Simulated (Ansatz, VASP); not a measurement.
# V: VASP beside Ansatz

POSCAR

```
V
1.0
   -1.4917693513      1.4917693513      1.4917693513
    1.4917693513     -1.4917693513      1.4917693513
    1.4917693513      1.4917693513     -1.4917693513
V
1
Direct
    0.0000000000      0.0000000000      0.0000000000
```

Contents of INCAR.step1:

```
  PREC = Accurate
  ENCUT = 520
  ISMEAR = 0
  SIGMA = 0.1
  LREAL = False
  LASPH = True
  NELM = 100
  NBANDS = 12
  GGA = PE
  ALGO = Normal
  EDIFF = 1E-4
  LWAVE = True
  LCHARG = False
```

INCAR.step2

```
  PREC = Accurate
  ENCUT = 520
  EDIFF = 1E-7
  ISMEAR = 0
  SIGMA = 0.1
  LREAL = False
  LASPH = True
  NELM = 100
  ALGO = Normal
  ISIF = 2
  LWAVE = False
  LCHARG = False
  METAGGA = R2SCAN
  LMIXTAU = True
  NBANDS = 12
  ISTART = 1
```

The input KPOINTS:

```
regular mesh
0
Gamma
  15 15 15
```

Input for Ansatz:

```yaml
crystal:
  lattice:
    - [-1.4917693513, 1.4917693513, 1.4917693513]
    - [1.4917693513, -1.4917693513, 1.4917693513]
    - [1.4917693513, 1.4917693513, -1.4917693513]
  atoms:
    - { symbol: V, position: [0.0, 0.0, 0.0] }
hamiltonian:
  xc: r2scan
  pseudopotentials:
    kind: paw
    azcp:
      V: "pseudopotentials/V.paw.azcp"
basis:
  ecutwfc: 500
  fft_grid_basis: typed
kpoints:
  mp_grid: { grid: [15, 15, 15], shift: [0, 0, 0] }
magnetization:
  spin_polarized: false
scf:
  occupations: { method: gaussian, width: 0.1 }
  lower_state_search: "off"
output:
  stress: true
```

Alike in both runs: task single point; functional r2SCAN; k mesh 15 × 15 × 15; occupations gaussian, width 0.1 eV; no spin polarisation.

```csv
,VASP,Ansatz
version,VASP 6.6.1,Ansatz 0.2.0
potentials or method,"VASP PAW PBE potentials, release 64 (V_sv)","plane waves (500 eV) with PAW, scalar-relativistic"
plane-wave cutoff (eV),520,500
valence electrons in the cell,13,13
```

Ansatz gave:

| Quantity | Value |
| --- | --- |
| pressure (GPa) | -0.5 |

Q: What did VASP give for the same quantities?

A: Pressure (GPa): 0.2.

Caveats: the PAW data sets were made with another functional, which shifts forces and pressure a little (VASP).
